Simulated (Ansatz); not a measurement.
Level of theory: DFT PBE, scalar-relativistic, plane waves, PAW (Ansatz). Settings: cutoff 420 eV, Γ-centred meshes spaced at most about 0.3 Å⁻¹, and about 0.25 Å⁻¹ or finer for metals (2π included), Gaussian smearing. No spin polarisation in the final relaxations.

All energies are static (0 K, no zero-point motion).

Two relaxed structures of Te2Mo:

A. Space group P4/mmm (No. 123), tetragonal, a = 3.286 Å, c = 8.095 Å. Around Te lie 4 Mo at 2.87 Å and 5 Te at 3.29–3.36 Å; Mo has 8 Te at 2.87 Å and 4 Mo at 3.29 Å.

B. Space group P-6m2 (No. 187), hexagonal, a = 3.555 Å, c = 15.239 Å. Around Te lie 3 Mo at 2.74 Å; around Mo lie 6 Te at 2.74 Å.

Question: Which is lower in energy, and by how much?

Answer: B is lower, by 220 meV/atom. A has space group P4/mmm (No. 123), 29.1 Å³/atom and no gap on its mesh; B has space group P-6m2 (No. 187), 55.6 Å³/atom and a gap of 1.08 eV. Counting Te atoms around Mo (those within 1.25 times the shortest such distance or 1.15 times the sum of covalent radii, 1.27 where that leaves under three), A has Mo 8 and B has Mo 6. Both come from invented guesses. A third cell relaxed alike, in P6_3/mmc, lies 4 meV/atom below the lower of the two. The part of the Crystallography Open Database at hand lists Te2Mo in space groups No. 11, 194; sharing a group (P6_3/mmc) doesn't make a cell the listed structure.

Weakly bound directions are ill-defined at this level, which has no dispersion term (P4/mmm, P-6m2), and this can change margins and order among such cells. Spin–orbit coupling, which can matter for Te, is left out. Kohn–Sham gaps at this level usually fall short of measured ones. The missing spin–orbit coupling can work the other way here. Cells relaxed within their symmetry can be saddle points.
